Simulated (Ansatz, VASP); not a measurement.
**Si53PtN72 (Pt_Si): VASP beside Ansatz**

Aim: how closely do two programs agree when they are given the same cell, functional and k mesh? Of the first pair: The structure shown is the start of the Ansatz relaxation below; VASP solves that cell, so the two are compared at the walk's first step.

Program: Ansatz 0.2.0. Level of theory: plane waves, with VASP 6.6.1 beside it; single point at PBEsol. Results are calculated unless marked as measured.

## 1. Set-up

The cell holds 126 atoms: 53 Si, 72 N and 1 Pt. Its edges and angles: a = 13.206 Å, b = 13.206 Å, c = 8.731 Å, α = 90.0°, β = 90.0°, γ = 120.0°. It derives from Si3N4 (Si3N4 (P6_3/m)). Nearest the centre at fractional (0.353, 0.473, 0.583): Pt126 at 0.05 Å, N88 at 1.70 Å, N112 at 1.73 Å, N84 at 1.74 Å, N79 at 1.75 Å, Si2 at 2.89 Å, Si37 at 2.91 Å, Si27 at 2.99 Å. The cell carries charge −2.

## 2. Ansatz: relaxation, PBEsol

Ansatz runs on its PAW soft_1 files.

The two programs are compared at the cell with which this relaxation starts, whose forces are those of its first step.

input.yaml

```yaml
crystal:
  lattice:
    - [11.43668588, 6.60297367, 0.0]
    - [-11.43668588, 6.60297367, 0.0]
    - [0.0, 0.0, 2.91025578]
  atoms:
    - { symbol: Si, position: [0.01950046, 0.80655545, 0.75] }
    - { symbol: Si, position: [0.3528338, 0.47322211, 0.75] }
    - { symbol: Si, position: [0.68616713, 0.13988878, 0.75] }
    - { symbol: Si, position: [0.21294502, 0.01950046, 0.25] }
    - { symbol: Si, position: [0.54627835, 0.68616713, 0.25] }
    - { symbol: Si, position: [0.87961168, 0.3528338, 0.25] }
    - { symbol: Si, position: [0.13988878, 0.45372165, 0.25] }
    - { symbol: Si, position: [0.47322211, 0.12038832, 0.25] }
    - { symbol: Si, position: [0.80655545, 0.78705498, 0.25] }
    - { symbol: Si, position: [0.19344455, 0.21294502, 0.75] }
    - { symbol: Si, position: [0.52677789, 0.87961168, 0.75] }
    - { symbol: Si, position: [0.86011122, 0.54627835, 0.75] }
    - { symbol: Si, position: [0.12038832, 0.6471662, 0.75] }
    - { symbol: Si, position: [0.45372165, 0.31383287, 0.75] }
    - { symbol: Si, position: [0.78705498, 0.98049954, 0.75] }
    - { symbol: Si, position: [0.31383287, 0.86011122, 0.25] }
    - { symbol: Si, position: [0.6471662, 0.52677789, 0.25] }
    - { symbol: Si, position: [0.98049954, 0.19344455, 0.25] }
    - { symbol: "N", position: [0.0, 0.66666667, 0.75] }
    - { symbol: "N", position: [0.33333333, 0.33333333, 0.75] }
    - { symbol: "N", position: [0.66666667, 0.0, 0.75] }
    - { symbol: "N", position: [0.0, 0.33333333, 0.25] }
    - { symbol: "N", position: [0.33333333, 0.0, 0.25] }
    - { symbol: "N", position: [0.66666667, 0.66666667, 0.25] }
    - { symbol: "N", position: [0.21345843, 0.45653274, 0.75] }
    - { symbol: "N", position: [0.54679176, 0.12319941, 0.75] }
    - { symbol: "N", position: [0.8801251, 0.78986608, 0.75] }
    - { symbol: "N", position: [0.09025902, 0.8801251, 0.25] }
    - { symbol: "N", position: [0.42359235, 0.54679176, 0.25] }
    - { symbol: "N", position: [0.75692569, 0.21345843, 0.25] }
    - { symbol: "N", position: [0.12319941, 0.57640765, 0.25] }
    - { symbol: "N", position: [0.45653274, 0.24307431, 0.25] }
    - { symbol: "N", position: [0.78986608, 0.90974098, 0.25] }
    - { symbol: "N", position: [0.21013392, 0.09025902, 0.75] }
    - { symbol: "N", position: [0.54346726, 0.75692569, 0.75] }
    - { symbol: "N", position: [0.87680059, 0.42359235, 0.75] }
    - { symbol: "N", position: [0.1198749, 0.21013392, 0.25] }
    - { symbol: "N", position: [0.45320824, 0.87680059, 0.25] }
    - { symbol: "N", position: [0.78654157, 0.54346726, 0.25] }
    - { symbol: "N", position: [0.24307431, 0.78654157, 0.75] }
    - { symbol: "N", position: [0.57640765, 0.45320824, 0.75] }
    - { symbol: "N", position: [0.90974098, 0.1198749, 0.75] }
  supercell: [1, 1, 3]
  defects: [{ substitution: { at: 43, symbol: Pt } }]
total_charge: -2
basis:
  ecutwfc: 420
  xc_grid: 2
hamiltonian:
  xc: pbesol
  pseudopotentials: { kind: paw, azcp: { folder: soft_1 }, xc_functional: pbe }
kpoints:
  mp_grid: { grid: [1, 1, 1], shift: [0.25, 0.25, 0.25] }
magnetization:
  spin_polarized: true
  initial_magnetization: 2
  spin_locking: { lock_magnetization: hard }
scf:
  occupations: { method: fixed }
  max_iter: 80
output:
  forces: true
  charged_corrections: { epsilon: [4.29, 4.29, 4.37], static_epsilon: [8.29, 8.29, 8.25] }
relax:
  f_tol: 0.02
  max_steps: 80
  random_displacement: { amplitude: 0.05, seed: 7484 }
checkpoint:
  write: "../qm2_M2.relax.run"
  compress: false
  write_wavefunctions: true
  write_every: 100000
```

Command:

```console
$ ansatz run input.yaml --threads 4 --pin off --max-ram 15073MiB --backend cpu --events-out ev --progress --plain --runs-dir out
```

Numbers of over 12 decimals in the logs are rounded to 6 here.

Output:

```text
Engine: ansatz 0.2.0, aarch64-unknown-linux-gnu
Pseudopotentials: kind: paw
Pseudopotential: Si, paw, valence charge 4, recommended cutoff 420 eV (normal), soft_1/Si.paw.azcp
Pseudopotential: N, paw, valence charge 5, recommended cutoff 420 eV (normal), soft_1/N.paw.azcp
Pseudopotential: Pt, paw, valence charge 18, recommended cutoff 420 eV (normal), soft_1/Pt.paw.azcp
Functional definition: PBEsol
  exchange = pbesol_x
  correlation = pbesol_c
Crystal: 126 atoms, lattice volume = 1318.628 Å³
Basis set: ecut = 420 eV, 25805 PW (Γ), exchange–correlation on 180×180×120 points (8 copies of the dense FFT grid, shifted against one another)
Bands: 423, of which v1, the nominal top of the filled ones, is band 296 counted from 1 (295 counted from 0)
Symmetry: 1 space group operations
k-points: 1
Non-local potential: Si, projectors of the file, l = 0: 2, l = 1: 2, l = 2: 1
Non-local potential: N, projectors of the file, l = 0: 2, l = 1: 2, l = 2: 1
Non-local potential: Pt, projectors of the file, l = 0: 3, l = 1: 2, l = 2: 2, l = 3: 1
PAW form: soft (Blöchl's): semilocal exchange-correlation on the pseudo side does not see the compensation charge
PAW frozen core: Si, regenerated for the run's functional, and the local potential with it (the file was generated under x = pbe(κ = 0.804, μ = 0.219515), c = pbe(β = 0.066725))
PAW frozen core: N, regenerated for the run's functional, and the local potential with it (the file was generated under x = pbe(κ = 0.804, μ = 0.219515), c = pbe(β = 0.066725))
PAW frozen core: Pt, regenerated for the run's functional, and the local potential with it (the file was generated under x = pbe(κ = 0.804, μ = 0.219515), c = pbe(β = 0.066725))
PAW one-centre angular grid: Si, 110 points (default); XC on 64 Gauss nodes
PAW one-centre angular grid: N, 110 points (default); XC on 64 Gauss nodes
PAW one-centre angular grid: Pt, 590 points (default); XC on 64 Gauss nodes
Initial density: superposition of atomic densities (chi_scale 0.1, normalization cell, long waves kept (reshape's long-wave potential 0.17 eV rms))
Starting moments: Σ|m| = 2 μB on 126 of 126 sites
Initial wavefunctions: pseudopotential atomic-orbital guess
Functional: x = pbesol(κ = 0.804, μ = 0.123457), c = pbesol(β = 0.046)
SCF iter   1: F=—  HF=-72780.915750 eV  |F-HF|=—  |Δ(HF+E_count)|=         —  Δρ=7.42e-2 (↑7.27e-2 ↓7.42e-2)  dr2=3.10e2  dr2_m=5.69e-2  M=2.000 μB ∫|m|=2.001 μB  β_m=0.30  ethr=3.10e-3  ⟨swp⟩=6.0  Hψ=3366  notcnv=0  defer=241
preconditioner: auto → Resta (q_TF=auto, 2.387 Å⁻¹)  ε∞=3.6  [insulator: Δε(μ)=0.067 eV  Ē_g=15.183 eV  n_scr=294 (ndim 8)  ℏωp=24.7 eV  f_vac=0.011  ε∞_Penn≈3.6]
spin=Collinear: Resta preconditioning applied to the charge; magnetization (m = ρ↑ − ρ↓) channel mixes plain (no charge-response kernel on spin).
SCF iter   2: F=—  HF=-72709.497732 eV  |F-HF|=—  |Δ(HF+E_count)|=    7.14e1  Δρ=3.81e-2 (↑3.80e-2 ↓3.81e-2)  dr2=7.72e1  dr2_m=4.09e-1  M=2.000 μB ∫|m|=2.023 μB  β_m=0.42  ethr=3.10e-3  ⟨swp⟩=4.0  Hψ=1481  notcnv=0  defer=248
SCF iter   3: F=—  HF=-72690.050234 eV  |F-HF|=—  |Δ(HF+E_count)|=    1.94e1  Δρ=1.88e-2 (↑1.88e-2 ↓1.68e-2)  dr2=2.28e1  dr2_m=9.14e-2  M=2.000 μB ∫|m|=2.092 μB  β_m=0.41  ethr=3.10e-3  ⟨swp⟩=4.0  Hψ=1484  notcnv=0  defer=247
SCF iter   4: F=—  HF=-72688.416788 eV  |F-HF|=—  |Δ(HF+E_count)|=    1.63e0  Δρ=1.11e-2 (↑1.11e-2 ↓1.05e-2)  dr2=4.07e0  dr2_m=5.08e-2  M=2.000 μB ∫|m|=2.040 μB  β_m=0.58  ethr=3.10e-3  ⟨swp⟩=3.0  Hψ=882  notcnv=0  defer=247
SCF iter   5: F=—  HF=-72687.935665 eV  |F-HF|=—  |Δ(HF+E_count)|=   4.81e-1  Δρ=3.61e-3 (↑3.61e-3 ↓2.88e-3)  dr2=7.30e-1  dr2_m=1.05e-2  M=2.000 μB ∫|m|=2.047 μB  β_m=0.54  ethr=6.87e-4  ⟨swp⟩=2.0  Hψ=866  notcnv=0  defer=250
SCF iter   6: F=—  HF=-72687.868322 eV  |F-HF|=—  |Δ(HF+E_count)|=   6.73e-2  Δρ=1.34e-3 (↑1.34e-3 ↓7.23e-4)  dr2=1.21e-1  dr2_m=3.45e-3  M=2.000 μB ∫|m|=2.047 μB  β_m=0.72  ethr=1.23e-4  ⟨swp⟩=2.5  Hψ=1197  notcnv=0  defer=250
SCF iter   7: F=—  HF=-72687.875852 eV  |F-HF|=—  |Δ(HF+E_count)|=   7.53e-3  Δρ=3.65e-4 (↑3.65e-4 ↓2.92e-4)  dr2=9.84e-3  dr2_m=1.89e-4  M=2.000 μB ∫|m|=2.046 μB  β_m=0.80  ethr=2.04e-5  ⟨swp⟩=3.0  Hψ=883  notcnv=0  defer=250
SCF iter   8: F=—  HF=-72687.880728 eV  |F-HF|=—  |Δ(HF+E_count)|=   4.88e-3  Δρ=2.18e-4 (↑2.18e-4 ↓1.54e-4)  dr2=2.61e-3  dr2_m=8.65e-5  M=2.000 μB ∫|m|=2.044 μB  β_m=0.81  ethr=1.66e-6  ⟨swp⟩=3.0  Hψ=1132  notcnv=0  defer=250
SCF iter   9: F=—  HF=-72687.880933 eV  |F-HF|=—  |Δ(HF+E_count)|=   2.04e-4  Δρ=1.13e-4 (↑1.13e-4 ↓7.25e-5)  dr2=6.84e-4  dr2_m=2.56e-5  M=2.000 μB ∫|m|=2.043 μB  β_m=0.79  ethr=4.41e-7  ⟨swp⟩=2.0  Hψ=1180  notcnv=0  defer=250
SCF iter  10: F=—  HF=-72687.881037 eV  |F-HF|=—  |Δ(HF+E_count)|=   1.05e-4  Δρ=4.43e-5 (↑4.43e-5 ↓3.00e-5)  dr2=1.30e-4  dr2_m=4.69e-6  M=2.000 μB ∫|m|=2.043 μB  β_m=0.80  ethr=1.16e-7  ⟨swp⟩=2.5  Hψ=1058  notcnv=0  defer=250
[...]
- { symbol: N, position: [0.333118, 0.330730, 0.245259] }
    - { symbol: N, position: [0.667289, 0.00165287, 0.250209] }
    - { symbol: N, position: [-0.00244984, 0.332828, 0.084966] }
    - { symbol: N, position: [0.332727, -0.000658956, 0.083443] }
    - { symbol: N, position: [0.664905, 0.664922, 0.085233] }
    - { symbol: N, position: [0.211484, 0.454876, 0.251476] }
    - { symbol: N, position: [0.545133, 0.120924, 0.248144] }
    - { symbol: N, position: [0.884046, 0.794236, 0.248665] }
    - { symbol: N, position: [0.091752, 0.879990, 0.083171] }
    - { symbol: N, position: [0.416680, 0.546727, 0.081215] }
    - { symbol: N, position: [0.755104, 0.214180, 0.082513] }
    - { symbol: N, position: [0.121498, 0.575882, 0.084621] }
    - { symbol: N, position: [0.455225, 0.241709, 0.080234] }
    - { symbol: N, position: [0.790395, 0.909928, 0.084041] }
    - { symbol: N, position: [0.208940, 0.088876, 0.250509] }
    - { symbol: N, position: [0.549046, 0.762696, 0.247767] }
    - { symbol: N, position: [0.873980, 0.423649, 0.249372] }
    - { symbol: N, position: [0.118145, 0.208163, 0.083447] }
    - { symbol: N, position: [0.453190, 0.877119, 0.083219] }
    - { symbol: N, position: [0.788837, 0.547935, 0.081789] }
    - { symbol: N, position: [0.243041, 0.785854, 0.250353] }
    - { symbol: N, position: [0.582886, 0.447491, 0.245421] }
    - { symbol: N, position: [0.908469, 0.120077, 0.249536] }
    - { symbol: Si, position: [0.022108, 0.806669, 0.584641] }
    - { symbol: Pt, position: [0.360386, 0.496359, 0.550009] }
    - { symbol: Si, position: [0.683991, 0.139073, 0.582476] }
    - { symbol: Si, position: [0.212474, 0.019073, 0.417456] }
    - { symbol: Si, position: [0.557313, 0.691235, 0.411537] }
    - { symbol: Si, position: [0.877177, 0.352635, 0.415881] }
    - { symbol: Si, position: [0.137409, 0.450940, 0.419823] }
    - { symbol: Si, position: [0.472434, 0.119549, 0.415262] }
    - { symbol: Si, position: [0.814642, 0.792907, 0.417940] }
    - { symbol: Si, position: [0.194040, 0.214196, 0.583251] }
    - { symbol: Si, position: [0.526940, 0.878098, 0.582683] }
    - { symbol: Si, position: [0.858654, 0.547027, 0.581434] }
    - { symbol: Si, position: [0.119538, 0.645004, 0.584637] }
    - { symbol: Si, position: [0.453379, 0.313725, 0.581363] }
    - { symbol: Si, position: [0.787090, 0.981354, 0.583776] }
    - { symbol: Si, position: [0.313618, 0.859229, 0.417296] }
    - { symbol: Si, position: [0.642812, 0.528589, 0.413597] }
    - { symbol: Si, position: [0.979636, 0.193830, 0.416309] }
    - { symbol: N, position: [-5.516946209876972e-5, 0.666155, 0.583541] }
[...]
- { symbol: Si, position: [0.019431, 0.806839, 0.917665] }
    - { symbol: Si, position: [0.348690, 0.473879, 0.914990] }
    - { symbol: Si, position: [0.684684, 0.139649, 0.916354] }
    - { symbol: Si, position: [0.212757, 0.019296, 0.750198] }
    - { symbol: Si, position: [0.546227, 0.686196, 0.751834] }
    - { symbol: Si, position: [0.874977, 0.351899, 0.750242] }
    - { symbol: Si, position: [0.132156, 0.449762, 0.755139] }
[...]
- { symbol: Si, position: [0.527703, 0.879345, 0.917283] }
    - { symbol: Si, position: [0.860171, 0.548008, 0.915709] }
    - { symbol: Si, position: [0.119779, 0.647372, 0.918552] }
    - { symbol: Si, position: [0.452221, 0.314111, 0.914086] }
    - { symbol: Si, position: [0.786165, 0.979784, 0.917459] }
    - { symbol: Si, position: [0.314073, 0.859258, 0.750433] }
    - { symbol: Si, position: [0.646465, 0.527011, 0.747725] }
    - { symbol: Si, position: [0.978920, 0.193142, 0.750964] }
[...]
- { symbol: N, position: [0.551264, 0.762541, 0.919261] }
    - { symbol: N, position: [0.873522, 0.423555, 0.916770] }
    - { symbol: N, position: [0.116278, 0.206412, 0.750411] }
    - { symbol: N, position: [0.453203, 0.875179, 0.749965] }
    - { symbol: N, position: [0.787697, 0.546356, 0.749359] }
    - { symbol: N, position: [0.243572, 0.786023, 0.917533] }
    - { symbol: N, position: [0.577527, 0.452029, 0.914738] }
    - { symbol: N, position: [0.907960, 0.119204, 0.917758] }
```

In the SCF lines HF is the Harris–Foulkes energy and dr2 the Hartree energy of the density residual, in eV; the loop may stop once dr2 is under the threshold and the program's other checks hold. Hψ counts applications of the Hamiltonian.

## 3. VASP: single point, PBEsol, start cell, pair 1

The same cell, functional and mesh now go to VASP, with its own data sets.

Lines of VASP's logs that name or quote its potential files are left out, and so is its time.

INCAR

```
SYSTEM = Si53PtN72
PREC = Accurate
ENCUT = 520
EDIFF = 1E-06
NELM = 200
ISMEAR = 0
SIGMA = 0.01
LREAL = Auto
ALGO = Normal
GGA = PS
NELECT = 584
NBANDS = 384
ISPIN = 2
MAGMOM = 0 0 0 0 0 0 0 0 0 0 0 0 0 0 0 0 0 0 0 0 0 0 0 0 0 0 0 0 0 -0 0 0 0 0 -0 0 0 0 0 0 0 0 0 0 0 0 0 0 0 0 0 0 -0 0 0 0 0 0 -0 0.01 0 0 0 0.01 0 0 0 0 -0 0 0 0 0 0 0 0 0 0 0.15 0 0.01 0 0.01 0.08 0 0 0 0.09 0 0 0 0 0.01 0.02 0 -0 0 0 0 0 0 0 -0 0 0 0 0 0 0 0 0 0.1 0 0 0 0 0 0.01 0 -0 -0 -0 0 0 0 0.62
LASPH = .TRUE.
LMAXMIX = 4
LORBIT = 11
LWAVE = .FALSE.
LCHARG = .FALSE.
ISIF = 2
ISYM = 0
NUPDOWN = 2
GGA_COMPAT = .FALSE.
NCORE = 4
```

POSCAR

```
Si53PtN72
1.0
   11.4366858822      6.6029736727      0.0000000000
  -11.4366858822      6.6029736727      0.0000000000
    0.0000000000      0.0000000000      8.7307673276
Si N Pt
53 72 1
Direct
    0.0182014607      0.8092693534      0.2520049977
    0.3509056910      0.4694075904      0.2527979406
[... 7 atom lines left out ...]
    0.1905654305      0.2104267787      0.2539889012
[... 3 atom lines left out ...]
    0.4501486775      0.3104144034      0.2521903193
[... 7 atom lines left out ...]
    0.5496626863      0.6875479108      0.4202612282
[... 1 atom line left out ...]
    0.1391095187      0.4535028698      0.4110374112
[... 2 atom lines left out ...]
    0.1910069709      0.2146869078      0.5849289998
    0.5238503198      0.8764734522      0.5799162674
[... 1 atom line left out ...]
    0.1218069991      0.6511088495      0.5810040297
    0.4569601653      0.3129521881      0.5826253076
[... 2 atom lines left out ...]
    0.6494635265      0.5278323989      0.4117962219
    0.9792594929      0.1894934634      0.4188512719
[... 1 atom line left out ...]
    0.3571880179      0.4757288272      0.9167936448
[... 2 atom lines left out ...]
    0.5470783479      0.6831652367      0.7477149207
[... 1 atom line left out ...]
    0.1400557156      0.4500320529      0.7495764982
[... 2 atom lines left out ...]
    0.1907397945      0.2107688486      0.9209900686
[... 3 atom lines left out ...]
    0.4494109394      0.3116588829      0.9176212925
[... 2 atom lines left out ...]
    0.6476780693      0.5301403479      0.7532043580
    0.9773086901      0.1897562389      0.7476967092
[... 1 atom line left out ...]
    0.3290428409      0.3306628032      0.2492392614
[... 4 atom lines left out ...]
    0.2129209259      0.4558928872      0.2443443881
[... 3 atom lines left out ...]
    0.4225959305      0.5442646564      0.0786776207
[... 5 atom lines left out ...]
    0.5406328265      0.7562192320      0.2457743884
[... 5 atom lines left out ...]
    0.5729152411      0.4501289712      0.2472067940
[... 2 atom lines left out ...]
    0.3360348104      0.3330329792      0.5870798989
[... 1 atom line left out ...]
    0.0018512779      0.3318682111      0.4203868758
[... 1 atom line left out ...]
    0.6697583630      0.6670694721      0.4203282326
    0.2147131429      0.4601964086      0.5803327256
[... 3 atom lines left out ...]
    0.4245861763      0.5470805784      0.4222347088
[... 1 atom line left out ...]
    0.1254771654      0.5750671998      0.4135313501
    0.4529489128      0.2424757894      0.4194052897
[... 1 atom line left out ...]
    0.2134638269      0.0895493455      0.5824006996
    0.5401127852      0.7539325076      0.5864198195
[... 1 atom line left out ...]
    0.1223865916      0.2098559871      0.4125936318
[... 3 atom lines left out ...]
    0.5789826519      0.4562547031      0.5795464259
[... 2 atom lines left out ...]
    0.3298035081      0.3301276405      0.9140844900
[... 1 atom line left out ...]
    0.9999317803      0.3362968812      0.7465027707
[... 1 atom line left out ...]
    0.6667345566      0.6644308298      0.7454171845
    0.2148548530      0.4579462545      0.9113487625
[... 3 atom lines left out ...]
    0.4196352705      0.5464155297      0.7502339433
[... 1 atom line left out ...]
    0.1251890298      0.5805392119      0.7481309208
    0.4562001587      0.2448506450      0.7548963055
[... 2 atom lines left out ...]
    0.5445708444      0.7561372041      0.9115094586
[... 1 atom line left out ...]
    0.1182464617      0.2087056219      0.7447670698
[... 3 atom lines left out ...]
    0.5757955777      0.4497903682      0.9135044723
[... 1 atom line left out ...]
    0.3560120440      0.4771198557      0.5851415813
```

KPOINTS

```
Points of the shifted mesh
1
Reciprocal
 0.2500000000  0.2500000000  0.2500000000 1
```

PAW data sets: Si, N and Pt (PBE family, release 64).

Command:

```console
$ mpirun -np 16 vasp_std
```

Output:

```text
[banner, memory and clock lines left out]
running   16 mpi-ranks, on    1 nodes
[...]
|                                                                             |
|               ----> ADVICE to this user running VASP <----                  |
|                                                                             |
|     You enforced a specific xc type in the INCAR file but a different       |
|     [... a line on the potential file left out ...]
|     I HOPE YOU KNOW WHAT YOU ARE DOING!                                     |
|                                                                             |

 LDA part: xc-table for (Slater+PW92), standard interpolation
 POSCAR, INCAR and KPOINTS ok, starting setup
[...]
entering main loop
       N       E                     dE             d eps       ncg     rms          rms(c)
DAV:   1     0.283246746336E+04    0.28325E+04   -0.28932E+05  1544   0.141E+03
DAV:   2    -0.910850612245E+03   -0.37433E+04   -0.35993E+04  1872   0.304E+02
DAV:   3    -0.118771575729E+04   -0.27687E+03   -0.27431E+03  1864   0.847E+01
DAV:   4    -0.119428908842E+04   -0.65733E+01   -0.65354E+01  1928   0.132E+01
DAV:   5    -0.119446264007E+04   -0.17355E+00   -0.17313E+00  1856   0.207E+00BRMIX: very serious problems
 the old and the new charge density differ
 old charge density:   582.00000 new  584.00000
    0.113E+02
DAV:   6    -0.105085331555E+04    0.14361E+03   -0.53785E+02  1792   0.325E+01    0.543E+01
DAV:   7    -0.104863062226E+04    0.22227E+01   -0.34234E+01  1896   0.932E+00    0.248E+01
DAV:   8    -0.104772441378E+04    0.90621E+00   -0.50203E+00  1800   0.466E+00    0.201E+01
DAV:   9    -0.104753682441E+04    0.18759E+00   -0.62770E-01  1848   0.179E+00    0.498E+00
[...]
DAV:  19    -0.104749971470E+04   -0.21182E-05   -0.12798E-06  1264   0.211E-03    0.441E-03
DAV:  20    -0.104749971603E+04   -0.13266E-05   -0.14177E-06  1152   0.172E-03    0.208E-03
DAV:  21    -0.104749971620E+04   -0.17366E-06   -0.43470E-07  1216   0.952E-04
   1 F= -.10474997E+04 E0= -.10474997E+04  d E =-.394888E-14  mag=     2.0000
```

Parts of OUTCAR (step 3):

```text
 magnetization (x)
# of ion       s       p       d       tot
------------------------------------------
    1        0.001   0.001   0.000   0.002
    2        0.002   0.003   0.000   0.005
    3        0.000   0.000   0.000   0.001
    4        0.000   0.000   0.000   0.000
    5        0.000   0.001   0.000   0.001
    6        0.000   0.000   0.000   0.000
[...]
124        0.000   0.001   0.000   0.001
  125        0.001   0.001   0.000   0.001
  126        0.008   0.198   0.588   0.795
--------------------------------------------------
tot          0.135   0.608   0.588   1.331
```

The run ends at a pressure of 7.84 GPa, with forces up to 17 eV/Å.

(Continued in part 2 of 2.)

[Lines on the potential files, build, host, timing and source positions are cut from VASP's logs without a mark.]

[Logs are printed without paths, hosts, clocks, repeated set-up lines and the standing remarks that a program may print on its own settings, such as how far it seeks lower states.]

[Hosts, paths, dates, database ids (printed as entryN), source tags and the programs' standing remarks are cut or masked in the printed files.]
